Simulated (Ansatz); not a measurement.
Consider the following.

```xyz
12
Lattice="4.1742 0.0000 0.0000 0.0000 4.1742 0.0000 0.0000 0.0000 29.7582" Properties=species:S:1:pos:R:3 pbc="T T T"
I      1.0436    -1.0436     7.4037
Li     3.1307     1.0436     7.6927
I      3.1307    -3.1307    10.4788
Li     5.2178    -1.0436    10.3144
I      5.2178    -5.2178    13.3835
Li     7.3049    -3.1307    13.4648
I      7.3049    -7.3049    16.3746
Li     9.3920    -5.2178    16.2933
I      9.3920    -9.3920    19.2793
Li    11.4792    -7.3049    19.4438
I     11.4792   -11.4792    22.3545
Li    13.5663    -9.3920    22.0655
```

No spin polarisation.

The values are results of PBEsol (Ansatz, an electronic-structure program; PAW; 420 eV plane waves; without spin-orbit coupling), not measurements. Γ-centred 8×8×1 mesh, Fermi–Dirac width 0.05 eV. The cell is a slab with vacuum along z.

Problem. Predict the band gap and gap character.

Solution. The band gap is 4.25 eV. The gap character comes out as indirect, k = (0, 1/4, 0) in the run's primitive reciprocal basis → Γ.

Spin-orbit coupling, missing from the scalar runs, can matter with I. Stability against distortions was not tested. The cell was made from LiI in the rock salt structure (space group Fm-3m, No. 225) by this change: a free-standing slab of 6 layers (12 atoms, 2 a layer) is cut normal to the z axis, with 15 Å of vacuum and the in-plane cell held at bulk.
